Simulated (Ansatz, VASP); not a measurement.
## One calculation of GaN, two programs

```
CELL_PARAMETERS angstrom
0.00000 2.24894 2.24894
2.24894 0.00000 2.24894
2.24894 2.24894 0.00000
ATOMIC_POSITIONS crystal
Ga 0.00000 0.00000 0.00000
N 0.75000 0.75000 0.75000
```

Alike in both runs: functional r2SCAN; k mesh 10 × 10 × 10; occupations gaussian, width 0.02 eV; no spin polarisation.

Ansatz relaxed the structure, and its values are those at the end. VASP's run is a single point on that final structure, the one shown.

|  | VASP | Ansatz |
| --- | --- | --- |
| version | VASP 6.6.1 | Ansatz 0.2.0 |
| potentials or method | VASP PAW PBE potentials, release 64 (Ga_d, N) | scalar-relativistic, plane waves, PAW |
| plane-wave cutoff (eV) | 520 | 500 |
| valence electrons in the cell | 18 | 18 |

Ansatz gave:

```
gap on the k mesh at the Fermi level (eV) : 2.17
least direct gap on the mesh (eV)         : 2.17
pressure (GPa)                            : 0.0
```

What did VASP give for the same quantities?

gap on the k mesh at the Fermi level (eV): 2.16; least direct gap on the mesh (eV): 2.16; pressure (GPa): 1.1.

The functional is the same, so the differences come from potentials, cutoffs and numerics.

Caveats: the PAW data sets were made with another functional, which shifts forces and pressure a little (VASP). r2SCAN opens gaps a little over a GGA but as a rule still falls short of measured ones.
